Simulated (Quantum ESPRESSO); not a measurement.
## CsBr under changes of volume

One of the cells (40.468 Å³/atom); the others are scaled copies at fixed shape and fractional positions:

```
CELL_PARAMETERS angstrom
4.32562 0.00000 0.00000
0.00000 4.32562 0.00000
0.00000 0.00000 4.32562
ATOMIC_POSITIONS crystal
Cs 0.00000 0.00000 0.00000
Br 0.50000 0.50000 0.50000
```

The cell comes from a database or a generator and needn't be the stable form of this composition.

```yaml
Program: Quantum ESPRESSO 7.5
Functional: PBE
Potentials_or_basis: SSSP 1.3 efficiency PBE
Cutoff: 748 eV
Density_cutoff: 5987 eV
k_mesh: 6 × 6 × 6
Occupations: fermi-dirac, width 0.05 eV
Spin: no spin polarisation
```

```tsv
volume (Å³/atom)	energy over the lowest point (meV/atom)	pressure (GPa)	gap on the mesh (eV)
38.040	19.19	1.6	4.66
38.850	11.91	1.2	4.58
39.659	6.55	0.9	4.50
40.468	2.90	0.6	4.42
41.278	0.77	0.3	4.35
42.087	0.00	0.0	4.27
42.896	?	?	?
```

Question: What does the run at 42.896 Å³/atom give?

Answer: Energy over the lowest point 0.43 meV/atom; pressure -0.2 GPa; gap on the mesh 4.20 eV.

Worked out: A Birch-Murnaghan fit of order 3 (a polynomial in V^(-2/3)) to the other rows has its minimum at 42.18 Å³/atom, just outside them, with B0 = V·E''(V) = 12.3 GPa and B' = 4.9. It gives 0.44 meV/atom at 42.896 Å³/atom, against the run's 0.43, and -dE/dV = -0.2 GPa, against -0.2. A straight line through the other rows of the gap, of slope -3.84 eV per unit of ln V, extrapolates to 4.20 eV, against the run's 4.20.

Energies are extrapolated to zero smearing.

Caveats: spin-orbit coupling is left out, which moves the levels of the heavy elements.
